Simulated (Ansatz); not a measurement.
## Band structure of TaN

```
Ta N
1.0
     0.00000    2.17900    2.17900
     2.17900    0.00000    2.17900
     2.17900    2.17900    0.00000
Ta N
1 1
Direct
  0.50000 0.50000 0.50000
  0.00000 0.00000 0.00000
```

Atom numbers follow the list: Ta1, N2.

The cell is COD entry 2310957, as deposited and not checked against the literature; nothing was relaxed.

No spin–orbit coupling, which matters for the heavy atoms here.

Method: Ansatz 0.2.0, DFT, PBEsol, all-electron LAPW, scalar-relativistic.

Sampling and basis: a Γ-centred 9×9×9 k mesh, Fermi–Dirac smearing of 0.02 eV, basis error target 0.5 meV/atom, no spin polarisation.

Points in fractions of the reciprocal vectors of this cell: Γ (0, 0, 0), X (0.5, 0, 0.5), U (0.625, 0.25, 0.625), K (0.375, 0.375, 0.75), L (0.5, 0.5, 0.5), W (0.5, 0.25, 0.75). The path joins them by straight lines in the order Γ–X–U–K–Γ–L–W–X; legs that retrace an earlier one aren't tabulated. Energies are in eV from the Fermi level.

(1) List the levels at L between -20 and 0 eV.

(2) List the levels at Γ between -20 and 0 eV.

(3) List the levels at U between -20 and 0 eV.

(4) What is the band gap?

## Answers

(1) -15.62, -10.51, -7.68 (×2).

(2) -18.91, -3.75 (×3), -2.10 (×3).

(3) -16.95, -7.74, -6.78, -6.19, -2.20.

(4) none: bands cross the Fermi level, a metal.
